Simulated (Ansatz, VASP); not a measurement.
Given: the input of a run of Ansatz 0.2.0 on InP. 

Contents of input.yaml:

```yaml
crystal:
  lattice:
    - [0.0, 2.9305, 2.9305]
    - [2.9305, 0.0, 2.9305]
    - [2.9305, 2.9305, 0.0]
  atoms:
    - { symbol: In, position: [0.0, 0.0, 0.0] }
    - { symbol: P, position: [0.75, 0.75, 0.75] }
kpoints:
  mp_grid: { grid: [8, 8, 8] }
scf:
  occupations: { method: gaussian, width: 0.011 }
hamiltonian:
  xc: pbe
  pseudopotentials: { kind: all_electron, lapw: { basis_error: 0.001 } }
output:
  forces: true
  stress: true
  eigenvalues: true
```

Potentials or basis: all-electron LAPW, scalar-relativistic.

The run is started by

```sh
$ ansatz run input.yaml --threads 1 --pin off --max-ram 3072MiB --backend cpu --events-out ev --progress --plain --runs-dir out
```

Problem. Translate it to VASP 6.6.1. Potentials or basis there: PBE PAW files In_d, P, 520 eV.

Solution. As run (cutoffs and basis follow the program's own potentials, and thresholds, step limits or extra output files can differ):

The input INCAR:

```
SYSTEM = InP
  PREC = Accurate
  ENCUT = 520
  EDIFF = 1E-6
  ISMEAR = 0
  SIGMA = 0.011
  LREAL = .False.
  LASPH = .True.
  NELM = 100
  ALGO = Normal
  ISIF = 2
  LWAVE = .False.
  LCHARG = .False.
  GGA = PE
  NBANDS = 16
```

Contents of KPOINTS:

```
Automatic mesh
0
Gamma
  8 8 8
  0 0 0
```

File POSCAR:

```
InP
1.0
    0.0000000000      2.9305000000      2.9305000000
    2.9305000000      0.0000000000      2.9305000000
    2.9305000000      2.9305000000      0.0000000000
In P
1 1
Direct
    0.0000000000      0.0000000000      0.0000000000
    0.7500000000      0.7500000000      0.7500000000
```

Potentials or basis: VASP PAW PBE potentials, release 64 (In_d, P).

The run is started by

```bash
$ cat potpaw_PBE.64/In_d/POTCAR potpaw_PBE.64/P/POTCAR > POTCAR
$ mpirun -np 1 vasp_std > vasp.out
```

Both were run:

|  | Ansatz | VASP |
| --- | --- | --- |
| Pressure | 3.3 GPa | 3.3 GPa |

Where Ansatz's input types no cutoff or centring, it takes its own default and a Γ-centred mesh.

Pressure is positive in compression.
